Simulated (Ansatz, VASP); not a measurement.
## One calculation of Fe, two programs

```
Fe
1.0
     2.41782    0.00000    0.00000
    -1.20891    2.09389    0.00000
     0.00000    0.00000    3.81615
Fe
2
Direct
  0.33333 0.66667 0.25000
  0.66667 0.33333 0.75000
```

Change from the starting cell: volume scaled by 0.98, PAW files.

Alike in both runs: task electric field gradients; functional PBE; k mesh 17 × 17 × 10; occupations fermi-dirac, width 0.08 eV; no spin polarisation.

|  | VASP | Ansatz |
| --- | --- | --- |
| version | VASP 6.6.1 | Ansatz 0.2.0 |
| potentials or method | VASP PAW PBE potentials, release 64 (Fe) | PAW with Ansatz's default frozen-core files, scalar-relativistic |
| plane-wave cutoff (eV) | 520 | 420 |
| valence electrons in the cell | 16 | 32 |

|  | VASP | Ansatz | Ansatz less VASP |
| --- | --- | --- | --- |
| pressure (GPa) | 17.2 | 18.1 | +0.91 |
| largest component of the traceless stress (GPa) | 0.97 | 1.14 | +0.170 |
| Vzz of the field gradient on the site that differs most (V/Å²) | -8.1 | -4.0 | +4.08 |

The two sets of potentials don't hold the same shells in valence.

Caveats: so large a pressure means that the cell lies far from this level's equilibrium, or that cutoff or potentials fall short (VASP); the run has no spin polarisation, though such a crystal can be magnetic. Spin polarisation is off, so any magnetic state and its effect on volume and gap are missing.
